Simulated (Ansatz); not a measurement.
Level of theory: DFT, PBE, scalar-relativistic, no spin polarisation; plane waves to 420 eV with PAW datasets (Ansatz 0.2.0), 8×8×10 k-mesh, Gaussian smearing of 0.05 eV. The datasets are Ansatz's generated set soft_2.

The calculation on XO, where X is one element, gave:

| Item | Value |
| --- | --- |
| Space group | P4/nmm (No. 129) |
| Conventional cell | a = 4.486 Å, b = 4.486 Å, c = 3.597 Å, α = 90.00°, β = 90.00°, γ = 90.00° |
| Volume | 18.10 Å³/atom |
| Band gap | 2.52 eV |
| Smallest direct gap | 2.60 eV |
| Bader charges | X 1.47; O -1.47 e |
| Formation energy from the elements (0 K, uncorrected) | -2.45 eV/atom |
| Bulk modulus (Birch–Murnaghan) | 21 GPa |
| Elastically stable | no (eigenvalue of -396 GPa) |

Sites: X on 2c, O on 2a.

Question: Which element is X?
A. Zr
B. Rb
C. Sr
D. Y

Answer: C. X is Sr, so the compound is SrO.

The start was a prototype's sites filled with these elements. The Crystallography Open Database lists the compound in space group Fm-3m (rock salt), so this is a trial structure.

Kohn–Sham gaps of semilocal functionals lie under measured ones, often by a third or more. The equation of state has an unusual shape (B0′ outside 2.8 to 7.5), so B0 is less sure.
